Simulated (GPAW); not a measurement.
Runs of GPAW 26.7.0 on BaH2. Symmetry: P6_3/mmc, No. 194, hexagonal system. The conventional cell has a = 4.462 Å, b = 4.462 Å, c = 6.055 Å, α = 90.00°, β = 90.00°, γ = 120.00°. Ba (site symmetry -6m2) is surrounded by 3 H at 2.58 Å. Around H (site symmetry -3m) lie 6 Ba at 2.99 Å and 8 H at 2.99 to 3.03 Å. Around H (site symmetry -6m2) lie 3 Ba at 2.58 Å. The cell comes from a database or a generator and needn't be the stable form of this composition.

```csv
task,level,potentials or basis,spin,k mesh,cutoff (eV),smearing,maxiter,convergence,response ecut,response k mesh,response bands,gap on the mesh (eV),pressure (GPa)
single point,PBEsol,"PAW data sets generated in the run's folder for this functional, pw",off,6 × 6 × 4,450,fermi-dirac 0.05 eV,120,default,-,-,-,1.45,-2.2
dielectric tensor,PBEsol,"PAW data sets generated in the run's folder for this functional, pw",off,6 × 6 × 4,450,fermi-dirac 0.001 eV,150,-,80 eV,14 × 14 × 9,60,1.45,-
dielectric tensor,LDA,"the program's PAW data sets (release 1.2.1) made for this functional, pw",off,6 × 6 × 4,450,fermi-dirac 0.001 eV,150,-,80 eV,14 × 14 × 9,60,1.34,-
single point,LDA,"the program's PAW data sets (release 1.2.1) made for this functional, pw",off,6 × 6 × 4,450,fermi-dirac 0.05 eV,120,default,-,-,-,1.34,-3.3
band structure,PBEsol,"PAW data sets generated in the run's folder for this functional, pw","SOC, no magnetisation",7 × 7 × 5,600,fermi-dirac 0.05 eV,150,-,-,-,-,1.68,-2.0
band structure,PBEsol,"PAW data sets generated in the run's folder for this functional, pw",off,7 × 7 × 5,600,fermi-dirac 0.05 eV,150,-,-,-,-,(a),-2.0
```

Alike in all rows: cell as given.

**Question.** Estimate the missing entries.

**Answer.** (a) 1.69.

Caveats: spin-orbit coupling is left out, which moves the levels of the heavy elements (some runs); the cutoff is short for stress and forces, so pressures can be off by a GPa or more (some runs); the long-wavelength limit can be off by a per cent or two (some runs); an odd mesh through Γ misses points on the zone boundary, where band edges often lie (some runs); the mesh misses the band edges, which the band path finds closer together (some runs); spin-orbit coupling was added after a scalar SCF, so levels and gaps hold it while energy, forces, pressure and moments don't (some runs); this program's spin-orbit splittings come out too wide for heavy elements (some runs).

A k mesh can miss the band edges, and rows without SOC leave out spin-orbit coupling on Ba.
